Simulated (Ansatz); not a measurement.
The system is Sb.

```
Sb
1.0
     3.35453    0.00000    0.00000
    -1.67727    2.90511    0.00000
     0.00000    0.00000    5.47016
Sb
2
Direct
  0.66667 0.33333 0.75000
  0.33333 0.66667 0.25000
```

This isn't the form of Sb at room conditions, which is rhombohedral.

Base run:

| Quantity | Value |
| --- | --- |
| Program | Ansatz 0.2.0 |
| Functional | LDA |
| Potentials or basis | Ansatz PAW |
| Cutoff | 420 eV (not typed: the program's choice for these potentials) |
| k mesh | 9 × 9 × 5 |
| Occupations | fermi-dirac, width 0.05 eV |
| Spin | no spin polarisation |

Its results: band gap on the k mesh none (metal or under the smearing width); pressure -2.7 GPa.

Q: The run is repeated on the same cell with these changes: functional from LDA to PBEsol. What comes out?

A: Band gap on the k mesh none (metal or under the smearing width); pressure -1.6 GPa.

PBEsol binds less tightly than LDA, so the same cell stands under more pressure.

Caveats: spin-orbit coupling is left out, which moves the levels of the heavy elements; the PAW data sets come from PBE, with cores solved anew for the run's functional, which leaves a small shift of forces and pressure.
